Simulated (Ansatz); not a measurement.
# NaH: how the settings move a single-point run

How sensitive is a single-point run of NaH to its settings? A reference run comes first, then six runs with altered input.

Program: Ansatz 0.2.0. Level of theory: reference: DFT, HSE06, plane waves, PAW. These are calculated values, not measurements.

## 1. The system as given

It takes space group Fm-3m (No. 225, cubic). The conventional cell has a = 4.795 Å, b = 4.795 Å, c = 4.795 Å, α = 90.00°, β = 90.00°, γ = 90.00°. Na (site symmetry m-3m) has 6 H at 2.40 Å as nearest neighbours. H (site symmetry m-3m) has 6 Na at 2.40 Å as nearest neighbours.

Coordinates:

```cif
data_structure
_symmetry_space_group_name_H-M 'P 1'
_symmetry_Int_Tables_number 1
_cell_length_a 3.3906
_cell_length_b 3.3906
_cell_length_c 3.3906
_cell_angle_alpha 60.000
_cell_angle_beta 60.000
_cell_angle_gamma 60.000
_cell_volume 27.56
loop_
_atom_site_label
_atom_site_type_symbol
_atom_site_fract_x
_atom_site_fract_y
_atom_site_fract_z
_atom_site_occupancy
Na1 Na 0.00000 0.00000 0.00000 1
H1 H 0.50000 0.50000 0.50000 1
```

## 2. Baseline

The input, input.yaml:

```yaml
crystal:
  lattice:
    - [0.0, 2.3975122917, 2.3975122917]
    - [2.3975122917, 0.0, 2.3975122917]
    - [2.3975122917, 2.3975122917, 0.0]
  atoms:
    - { symbol: Na, position: [0.0, 0.0, 0.0] }
    - { symbol: H, position: [0.5, 0.5, 0.5] }
kpoints:
  mp_grid: { grid: [4, 4, 4] }
hamiltonian:
  xc: hse06
scf:
  occupations: { method: fixed }
  n_extra_bands: 4
output:
  forces: true
  stress: true
  eigenvalues: true
  write_density: true
  write_potential: true
  elf: true
  volumetric_format: npy
```

Launch:

```sh
$ ansatz run input.yaml --threads 4 --pin off --max-ram 3686MiB --backend cpu --events-out ev --progress --plain --runs-dir out
```

## 3. Changing settings: mp_grid.grid [6, 6, 6], xc pbe

Changes to input.yaml since step 2:

```diff
@@ -9,5 +9,5 @@
 kpoints:
-  mp_grid: { grid: [4, 4, 4] }
+  mp_grid: { grid: [6, 6, 6] }
 hamiltonian:
-  xc: hse06
+  xc: pbe
 scf:
@@ -19,5 +19 @@
   eigenvalues: true
-  write_density: true
-  write_potential: true
-  elf: true
-  volumetric_format: npy
```

## 4. Variant: exchange pbe, correlation pbe, coeff 0.05, omega 0.5

Changes to input.yaml since step 2:

```diff
@@ -11,3 +11,3 @@
 hamiltonian:
-  xc: hse06
+  xc: { exchange: pbe, correlation: pbe, exx: { coeff: 0.05, omega: 0.5 } }
 scf:
@@ -19,5 +19 @@
   eigenvalues: true
-  write_density: true
-  write_potential: true
-  elf: true
-  volumetric_format: npy
```

## 5. Variant: exchange pbe, correlation pbe, coeff 0.05

Changes to input.yaml since step 2:

```diff
@@ -11,3 +11,3 @@
 hamiltonian:
-  xc: hse06
+  xc: { exchange: pbe, correlation: pbe, exx: { coeff: 0.05 } }
 scf:
@@ -19,5 +19 @@
   eigenvalues: true
-  write_density: true
-  write_potential: true
-  elf: true
-  volumetric_format: npy
```

## 6. Changed: exchange pbe, correlation pbe, coeff 0.5

Changes to input.yaml since step 2:

```diff
@@ -11,3 +11,3 @@
 hamiltonian:
-  xc: hse06
+  xc: { exchange: pbe, correlation: pbe, exx: { coeff: 0.5 } }
 scf:
@@ -19,5 +19 @@
   eigenvalues: true
-  write_density: true
-  write_potential: true
-  elf: true
-  volumetric_format: npy
```

## 7. Changing settings: exchange pbe, correlation pbe, coeff 0.5, omega 0.2078

Changes to input.yaml since step 2:

```diff
@@ -11,3 +11,6 @@
 hamiltonian:
-  xc: hse06
+  xc:
+    exchange: pbe
+    correlation: pbe
+    exx: { coeff: 0.5, omega: 0.2078 }
 scf:
@@ -19,5 +22 @@
   eigenvalues: true
-  write_density: true
-  write_potential: true
-  elf: true
-  volumetric_format: npy
```

## 8. Variant: xc_grid 1

Changes to input.yaml since step 2:

```diff
@@ -19,5 +19,3 @@
   eigenvalues: true
-  write_density: true
-  write_potential: true
-  elf: true
-  volumetric_format: npy
+basis:
+  xc_grid: 1
```

Before running it: what results should come out? Wanted: for each run, ending; energy change; pressure; gap; force.

**Answer**, as computed:

| run | ending | energy change | pressure (GPa) | gap (eV) | force (eV/Å) | cycles | time |
| --- | --- | --- | --- | --- | --- | --- | --- |
| reference | converged | 0 | 0.2 | 4.85 | 0.00 | 10 | 1.1 s |
| 1: mp_grid.grid [6, 6, 6], xc pbe | converged | not comparable | 0.6 | 3.85 | 0.00 | 6 | 0.17 s |
| 2: exchange pbe, correlation pbe, coeff 0.05, omega 0.5 | converged | not comparable | 0.5 | 3.90 | 0.00 | 9 | 1 s |
| 3: exchange pbe, correlation pbe, coeff 0.05 | converged | not comparable | 0.5 | 4.15 | 0.00 | 9 | 0.91 s |
| 4: exchange pbe, correlation pbe, coeff 0.5 | converged | not comparable | -0.2 | 7.40 | 0.00 | 15 | 1.2 s |
| 5: exchange pbe, correlation pbe, coeff 0.5, omega 0.2078 | converged | not comparable | -0.2 | 5.94 | 0.00 | 13 | 1.2 s |
| 6: xc_grid 1 | converged | 0.0 meV/atom | 0.2 | 4.85 | 0.00 | 10 | 1.1 s |

Times don't compare one to one where runs were asked for different outputs or read a saved state (see the inputs); cycles may leave out searches for a lower state.

Residual by cycle in the longest SCF loop of each run; runs are numbered as in the table. The quantity is the density residual dr2, in eV.

| cycle | reference | run 1 | run 2 | run 3 | run 4 | run 5 | run 6 |
| --- | --- | --- | --- | --- | --- | --- | --- |
| 1 | 0.00428 | 6.2e-5 | 1.8e-4 | 1.8e-4 | 0.013 | 0.0141 | 0.00428 |
| 2 | 2.9e-4 | 3.2e-5 | 3.9e-6 | 4.7e-6 | 0.00295 | 0.00217 | 3.0e-4 |
| 3 | 7.8e-5 | 2.7e-5 | 6.0e-7 | 8.7e-7 | 7.9e-4 | 6.6e-4 | 8.2e-5 |
| 4 | 5.8e-6 | 2.3e-6 | 1.3e-7 | 1.6e-7 | 1.3e-4 | 5.3e-5 | 6.2e-6 |
| 5 | 6.4e-7 | 9.8e-8 | 9.5e-10 | 4.8e-9 | 3.5e-5 | 1.6e-5 | 7.7e-7 |
| 6 | - | 2.1e-9 | - | - | 4.0e-6 | 1.3e-6 | - |

«xc_grid 1» leaves the energy as it was.
